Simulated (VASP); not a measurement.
# KBr, energy along a vibration (SMASS = -2): which settings are enough?

KBr, Fm-3m (no. 225), atoms displaced along the mode, 2 atoms in the cell. PBE, energy along a line of displacements; PAW potentials Br, K_pv (PBE set). VASP 6.6.1.

Wanted: harmonic frequency within 1 %.

Space group without the displacement: Fm-3m (no. 225); Mode: optical mode at Gamma along x.

POSCAR of the starting run:
```
KBr
1.0
    0.0000000000      3.3000000000      3.3000000000
    3.3000000000      0.0000000000      3.3000000000
    3.3000000000      3.3000000000      0.0000000000
Br K
1 1
Direct
    0.5039824339      0.4960175661      0.4960175661
   -0.0081387783      0.0081387783      0.0081387783

    0.0065710159   0.0000000000   0.0000000000
   -0.0134289841   0.0000000000   0.0000000000
```

The series start from k mesh: 4 × 4 × 4; Cutoff (eV): 280; Step along the mode (Å): 0.02; Electronic threshold (eV): 1e-7. Each series keeps the choices made before it, and each single choice may use up half of a tolerance.

## k mesh

| k mesh | Harmonic frequency (THz) | Time (s) |
|---|---|---|
| 2 × 2 × 2 | 3.325 | 23 |
| 3 × 3 × 3 | 3.499 | 24 |
| 4 × 4 × 4 | 3.51 | 39 |
| 5 × 5 × 5 | 3.511 | 52 |
| 6 × 6 × 6 (reference) | 3.511 | 79 |

Chosen: 3 × 3 × 3, the loosest value from which every tighter one stays within half of the tolerance.

## Cutoff (eV)

| Cutoff (eV) | Harmonic frequency (THz) | Time (s) |
|---|---|---|
| 160 | 3.542 | 14 |
| 190 | 3.528 | 16 |
| 220 | 3.525 | 15 |
| 250 | 3.508 | 14 |
| 280 | 3.499 | 24 |
| 330 (reference) | 3.498 | 24 |

Chosen: 250.

## Electronic threshold (eV)

| Electronic threshold (eV) | Harmonic frequency (THz) | Time (s) |
|---|---|---|
| 0.001 | 3.498 | 8.4 |
| 0.0001 | 3.503 | 11 |
| 1e-5 | 3.503 | 10 |
| 1e-6 | 3.503 | 13 |
| 1e-7 | 3.503 | 16 |
| 1e-8 (reference) | 3.503 | 16 |

Chosen: 0.001.

Also changed on the way, by series that aren't shown: Step along the mode (Å): 0.08.

## All choices together

| Input | Harmonic frequency (THz) | Time (s) |
|---|---|---|
| defaults on a coarse mesh (naive) | 3.555 | 4.4 |
| chosen settings | 3.498 | 8.4 |
| reference settings throughout | 3.51 | 75 |

The tolerance is met.

## The input

INCAR:
```
ALGO     = Normal         # electronic algorithm
EDIFF    = 0.001          # SCF threshold, eV
ENCUT    = 250            # plane-wave cutoff, eV
GGA      = PE             # functional
IBRION   = 0              # ionic algorithm
ISMEAR   = 0              # smearing method
ISYM     = 0            
IWAVPR   = 11           
KPAR     = 2            
LASPH    = True           # aspherical terms in the spheres
LCHARG   = False          # write CHGCAR
LREAL    = False          # projectors in reciprocal space
LWAVE    = False          # write WAVECAR
NELMIN   = 4            
NSW      = 9              # ionic steps
POTIM    = 1              # step
PREC     = Accurate       # precision mode
SIGMA    = 0.03           # smearing width, eV
SMASS    = -2            
```

KPOINTS:
```
Automatic mesh
0
Gamma
  3 3 3
  0 0 0
```

POSCAR:
```
KBr
1.0
    0.0000000000      3.3000000000      3.3000000000
    3.3000000000      0.0000000000      3.3000000000
    3.3000000000      3.3000000000      0.0000000000
Br K
1 1
Direct
    0.5159297354      0.4840702646      0.4840702646
   -0.0325551131      0.0325551131      0.0325551131

    0.0262840634   0.0000000000   0.0000000000
   -0.0537159366   0.0000000000   0.0000000000
```

Commands:
```
cat potpaw_PBE.64/Br/POTCAR potpaw_PBE.64/K_pv/POTCAR > POTCAR
mpirun -np 2 vasp_std > vasp.out
```

Limits: NELMIN = 4 forces that many electronic steps, so a loose EDIFF looks better here than it is.

The chosen input took VASP 6.6.1 8.4 s on 2 cores (Intel Xeon Platinum 8488C (Sapphire Rapids)), a shared host.
